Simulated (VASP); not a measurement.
A run of VASP 6.6.1 is set up as follows.

Contents of INCAR:

```
PREC = Accurate ; ENCUT = 520
EDIFF = 1E-7 ; ISMEAR = -1
SIGMA = 0.05 ; LREAL = F
LASPH = T ; NELM = 60
ALGO = Normal ; ISIF = 2
LWAVE = F ; LCHARG = F
GGA = PE ; NBANDS = 25
```

KPOINTS

```
regular mesh
0
Gamma
  6 6 6
```

File POSCAR:

```
CO2
1.0
    4.2272127900      0.0000000000      0.0000000000
    0.0000000000      4.2272127900      0.0000000000
    0.0000000000      0.0000000000      4.6877715900
O C
4 2
Direct
    0.8048268600      0.8048268600      0.0000000000
    0.1951731400      0.1951731400      0.0000000000
    0.6951731400      0.3048268600      0.5000000000
    0.3048268600      0.6951731400      0.5000000000
    0.0000000000      0.0000000000      0.0000000000
    0.5000000000      0.5000000000      0.5000000000
```

Potentials or basis: VASP PAW PBE potentials, release 64 (O, C).

The run is started by

```console
$ cat potpaw_PBE.64/O/POTCAR potpaw_PBE.64/C/POTCAR > POTCAR
$ mpirun -np 1 vasp_std > vasp.out
```

(1) Estimate the pressure.

(2) What does it give for the band gap on the k mesh?

(3) What does it give for the largest force?

## Answers

(1) 4.1 GPa.

(2) 6.57 eV, indirect (least direct gap 7.04 eV).

(3) 0.780 eV/Å.

Caveat: the standard files for N, O and F lose accuracy on very short bonds.
